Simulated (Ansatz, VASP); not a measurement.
## ZrB2 in VASP and in Ansatz

```
Zr B
1.0
     3.17000    0.00000    0.00000
    -1.58500    2.74530    0.00000
     0.00000    0.00000    3.53300
Zr B
1 2
Direct
  0.00000 0.00000 0.00000
  0.66667 0.33333 0.50000
  0.33333 0.66667 0.50000
```

Alike in both runs: task single point; functional PBE; k mesh 10 × 10 × 8; occupations fermi-dirac, width 0.05 eV; no spin polarisation.

|  | VASP | Ansatz |
| --- | --- | --- |
| version | VASP 6.6.1 | Ansatz 0.2.0 |
| potentials or method | VASP PAW PBE potentials, release 64 (Zr_sv, B), cutoff 520 eV | all-electron LAPW, scalar-relativistic |

Ansatz gave:

| Property | Result |
| --- | --- |
| gap on the k mesh at the Fermi level (eV) | none |
| pressure (GPa) | 0.8 |
| largest component of the traceless stress (GPa) | 0.78 |

Question: Which values does VASP return?

Answer: gap on the k mesh at the Fermi level (eV): none; pressure (GPa): 0.9; largest component of the traceless stress (GPa): 0.78.

A gap of «none» marks a metal or a gap that the smearing closes. Ansatz ran all-electron here, so the differences hold the error of VASP's frozen core and of both bases.
